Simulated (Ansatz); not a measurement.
# CrCuO2 under changes of volume

One of the cells (10.911 Å³/atom); the others are scaled copies at fixed shape and fractional positions:

```
Cu Cr O
1.0
     1.48670    0.85835    5.70000
    -1.48670    0.85835    5.70000
     0.00000   -1.71669    5.70000
Cu Cr O
1 1 2
Direct
  0.00000 0.00000 0.00000
  0.50000 0.50000 0.50000
  0.89208 0.89208 0.89208
  0.10792 0.10792 0.10792
```

| Property | Result |
| --- | --- |
| Program | Ansatz 0.2.0 |
| Functional | LDA |
| Potentials or basis | Ansatz PAW |
| Cutoff | 420 eV (not typed: the program's choice for these potentials) |
| k mesh | 10 × 10 × 10 |
| Occupations | fermi-dirac, width 0.05 eV |
| Spin | collinear spin, ferromagnetic start |
| Starting moments | [0.6, 3.0, 0.0, 0.0] μB |

```tsv
volume (Å³/atom)	energy over the lowest point (meV/atom)	pressure (GPa)	gap on the mesh (eV)	largest force (eV/Å)
10.256	0.00	1.7	0.52	0.123
10.474	0.74	-2.7	0.60	0.052
10.692	7.14	-6.7	0.68	0.014
10.911	18.62	-10.2	0.75	0.076
11.129	?	?	?	?
11.347	54.63	-16.1	0.80	0.186
11.565	78.24	-18.5	0.78	0.235
```

Question: What does the run at 11.129 Å³/atom give?

Answer: Energy over the lowest point 34.64 meV/atom; pressure -13.3 GPa; gap on the mesh 0.81 eV; largest force 0.133 eV/Å.

Worked out: A Birch-Murnaghan fit of order 3 (a polynomial in V^(-2/3)) to the other rows has its minimum at 10.34 Å³/atom with B0 = V·E''(V) = 211 GPa and B' = 4.3 at fixed shape and positions, which overstates the stiffness. It gives 34.61 meV/atom at 11.129 Å³/atom, against the run's 34.64, and -dE/dV = -13.3 GPa, against -13.3. A parabola through the other rows of the gap, of slope 1.24 eV per unit of ln V there, gives 0.78 eV, against the run's 0.81.

Energies are extrapolated to zero smearing.

Caveats: only a ferromagnetic start was run, and an antiferromagnetic order may lie lower in energy; the PAW data sets come from PBE, with cores solved anew for the run's functional, which leaves a small shift of forces and pressure.

A mesh can miss the band edges.
